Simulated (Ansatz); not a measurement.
Crystal: CdO (Monteponite).

```xyz
2
Lattice="0.0000 2.3495 2.3495 2.3495 0.0000 2.3495 2.3495 2.3495 0.0000" Properties=species:S:1:pos:R:3 pbc="T T T"
Cd    0.0000    0.0000    0.0000
O     2.3495    2.3495    2.3495
```

Base run:

| Item | Value |
| --- | --- |
| Program | Ansatz 0.2.0 |
| Functional | PBE |
| Potentials or basis | SSSP precision PAW |
| Cutoff | 1361 eV |
| Density cutoff | 13606 eV |
| k mesh | 10 × 10 × 10 |
| Occupations | fermi-dirac, width 0.05 eV |
| Spin | no spin polarisation |

Its results: band gap on the k mesh none (metal or under the smearing width); pressure 6.2 GPa.

**Question.** After a change of settings the same cell gave: band gap on the k mesh none (metal or under the smearing width); pressure -6.2 GPa. Which change was it?
A. potentials or basis from SSSP precision PAW to Ansatz PAW; cutoff from 1361 eV to 420 eV (not typed: the program's choice for these potentials); k mesh from 10 × 10 × 10 to 17 × 17 × 17
B. potentials or basis from SSSP precision PAW to Ansatz PAW; cutoff from 1361 eV to 350 eV; density cutoff from 13606 eV to 1400 eV
C. functional from PBE to SVWN5; potentials or basis from SSSP precision PAW to Ansatz PAW; cutoff from 1361 eV to 420 eV (not typed: the program's choice for these potentials)
D. potentials or basis from SSSP precision PAW to Ansatz PAW; cutoff from 1361 eV to 420 eV (not typed: the program's choice for these potentials); spin from no spin polarisation to spin-orbit coupling, no magnetisation

**Answer.** C.

Caveats: this crystal is a semiconductor, whose small gap the functional closes, so the metal is an error of the method; the PAW data sets come from PBE, with cores solved anew for the run's functional, which leaves a small shift of forces and pressure (some runs).
